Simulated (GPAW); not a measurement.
A computed N K-edge spectrum of one site in a crystal of B and N, with its zero at a photon energy of about 396.9 eV (raw 404.6 eV, less 7.8 eV of added terms; LDA puts this hole about 4 eV below PBE, itself good to a few eV). Method: GPAW, LDA, full core hole (charged cell) in a small cell, dipole transitions, broadening that rises with energy.

Energy from the lowest empty level; intensity scaled to a mean of 1 over the first 20 eV:

| E (eV) | intensity |
| --- | --- |
| -2.00 | 0.00 |
| -1.25 | 0.00 |
| -0.50 | 0.00 |
| 0.25 | 0.01 |
| 1.00 | 0.07 |
| 1.75 | 0.19 |
| 2.50 | 0.50 |
| 3.25 | 1.05 |
| 4.00 | 1.98 |
| 4.75 | 2.43 |
| 5.50 | 2.49 |
| 6.25 | 2.13 |
| 7.00 | 2.27 |
| 7.75 | 1.84 |
| 8.50 | 1.54 |
| 9.25 | 1.50 |
| 10.00 | 1.69 |
| 10.75 | 1.37 |
| 11.50 | 0.72 |
| 12.25 | 0.47 |
| 13.00 | 0.53 |
| 13.75 | 0.72 |
| 14.50 | 0.88 |
| 15.25 | 0.82 |
| 16.00 | 0.56 |
| 16.75 | 0.30 |
| 17.50 | 0.15 |
| 18.25 | 0.10 |
| 19.00 | 0.11 |
| 19.75 | 0.18 |
| 20.50 | 0.29 |
| 21.25 | 0.40 |
| 22.00 | 0.45 |

**Question.** Which coordination does this site have?

A K edge sees empty p states; a tetrahedral site has σ* states alone, so there is no π* peak. It is atom 1 of BN (Qingsongite, F-43m), with 4 B at 1.57 Å (tetrahedral, site symmetry -43m). Its main maxima below 21 eV lie at 5.2 eV (2.61), 6.9 eV (2.29), 10.1 eV (1.69) and 14.7 eV (0.89). A near-edge spectrum doesn't fix the structure by itself; it is matched against candidates. The holes are only 5.1 Å apart, so the shape is probably not converged with cell size; no larger cell was run here. The mesh is coarse (0.25 Å⁻¹ between points), so small maxima may be mesh ripples. The structure is a published determination, not relaxed.

[Hosts, paths, dates, database ids (printed as entryN), source tags and the programs' standing remarks are cut or masked in the printed files.]

[Lists of maxima count a maximum above −3 eV only where it reaches 4 % of the highest in the window and stands out from its surroundings by 2 % of it (1.5 % where it reaches 55 %); shoulders and weaker maxima are passed over, and of the rest the first, up to two pre-edge ones and the few strongest are named.]
